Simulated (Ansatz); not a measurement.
Reaction (formal exchange of groups at a Zn–O bond): `[SiH3]C[O][ZnH]` + `CCC=O` → `C[CH2][ZnH]` + `O=COC[SiH3]`

Gas-phase electronic energies from Ansatz, PBE0-D4/def2-TZVP geometries. CCSD(T)/CBS is the MP2 limit (def2-TZVPP, def2-QZVPP) plus CCSD(T) − MP2 in def2-TZVPP, frozen cores. DFT in def2-TZVPP. For Zn outer-core shells are correlated without core-valence functions, which leaves a few kJ/mol of doubt a bond. Scalar relativity is left out up to krypton. Each species was taken in one conformer, which may not be the lowest.

(1) Is it downhill or uphill in electronic energy at CCSD(T)/CBS, and by how much? (Estimate.)

(2) What do these levels give: ωB97M-V, PBE0, HF/def2-TZVPP, CCSD(T)/def2-TZVPP, MP2/def2-QZVPP, SCS-MP2/def2-QZVPP? (Best estimate.)

Largest T1 diagnostic among the species: 0.017.

Answers

(1) Ansatz gave: Uphill: ΔE = +23.6 kJ/mol.

(2) Computed: ωB97M-V 15.2, PBE0 11.6, HF/def2-TZVPP 26.5, CCSD(T)/def2-TZVPP 18.3, MP2/def2-QZVPP 19.8, SCS-MP2/def2-QZVPP 24.0 kJ/mol.

In def2-TZVPP, CCSD(T) changes the Hartree–Fock value by −8.2 kJ/mol (the triples alone add −2.9 kJ/mol) and MP2 by −11.0 kJ/mol.
